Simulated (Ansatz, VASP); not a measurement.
## One calculation of HfN, two programs

Contents of INCAR:

```
SYSTEM = HfN
ALGO = Normal
EDIFF = 1E-6
ENCUT = 520
GGA = PS
ISIF = 2
ISMEAR = -1
LASPH = .TRUE.
LCHARG = .TRUE.
LELF = .TRUE.
LREAL = .FALSE.
LVHAR = .TRUE.
LWAVE = .FALSE.
NBANDS = 14
NELM = 100
PREC = Accurate
SIGMA = 0.08
```

The input KPOINTS:

```
k-points
0
G
  15 15 15
  0 0 0
```

Contents of POSCAR:

```
HfN
1.0
    0.0000000000      2.2048107988      2.2048107988
    2.2048107988      0.0000000000      2.2048107988
    2.2048107988      2.2048107988      0.0000000000
Hf N
1 1
Direct
    0.0000000000      0.0000000000      0.0000000000
    0.5000000000      0.5000000000      0.5000000000
```

Input for Ansatz:

```yaml
crystal:
  lattice:
    - [0.0, 2.2048107988, 2.2048107988]
    - [2.2048107988, 0.0, 2.2048107988]
    - [2.2048107988, 2.2048107988, 0.0]
  atoms:
    - { symbol: Hf, position: [0.0, 0.0, 0.0] }
    - { symbol: "N", position: [0.5, 0.5, 0.5] }
kpoints:
  mp_grid: { grid: [15, 15, 15] }
scf:
  occupations: { method: fermi_dirac, width: 0.08 }
hamiltonian:
  xc: pbesol
  pseudopotentials: { kind: all_electron, lapw: { basis_error: 0.001 } }
output:
  forces: true
  stress: true
  eigenvalues: true
  populations: true
```

Change from the starting cell: volume scaled by 0.94, LAPW.

Alike in both runs: task single point; functional PBEsol; k mesh 15 × 15 × 15; occupations fermi-dirac, width 0.08 eV; no spin polarisation.

|  | VASP | Ansatz |
| --- | --- | --- |
| version | VASP 6.6.1 | Ansatz 0.2.0 |
| potentials or method | VASP PAW PBE potentials, release 64 (Hf_pv, N) | all-electron LAPW, scalar-relativistic |
| plane-wave cutoff (eV) | 520 | see its input |

```csv
,VASP,Ansatz,Ansatz less VASP
pressure (GPa),17.9,20.2,+2.32
```

Ansatz ran all-electron here, so the differences hold the error of VASP's frozen core and of both bases.

Caveats: so large a pressure means that the cell lies far from this level's equilibrium, or that cutoff or potentials fall short (VASP); the potentials were made for another functional, which shifts forces and pressure (VASP). The runs have no spin-orbit coupling, so splittings on Hf are missing.
